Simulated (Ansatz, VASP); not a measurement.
# One calculation of SrTiO3, two programs

```xyz
5
Lattice="3.9440 0.0000 0.0000 0.0000 3.9440 0.0000 0.0000 0.0000 3.9050" Properties=species:S:1:pos:R:3 pbc="T T T"
Sr    0.0000    0.0000    0.0000
Ti    1.9720    1.9720    1.9525
O     0.0000    1.9720    1.9525
O     1.9720    0.0000    1.9525
O     1.9720    1.9720    0.0000
```

Change from the starting cell: equal xx and yy strain of +1 %.

Alike in both runs: task single point; functional PBE; k mesh 7 × 7 × 7; occupations fermi-dirac, width 0.05 eV; no spin polarisation.

|  | VASP | Ansatz |
| --- | --- | --- |
| version | VASP 6.6.1 | Ansatz 0.2.0 |
| potentials or method | VASP PAW PBE potentials, release 64 (Sr_sv, Ti_sv, O), cutoff 520 eV | all-electron LAPW, scalar-relativistic |

Ansatz gave:

- gap on the k mesh at the Fermi level (eV): 1.89
- pressure (GPa): 0.7
- largest component of the traceless stress (GPa): 1.47

**Question.** What did VASP give for the same quantities?

**Answer.** gap on the k mesh at the Fermi level (eV): 1.87; pressure (GPa): 1.5; largest component of the traceless stress (GPa): 1.50.

Ansatz ran all-electron here, so the differences hold the error of VASP's frozen core and of both bases.

Caveats: an odd mesh through Γ misses points on the zone boundary, where band edges often lie.
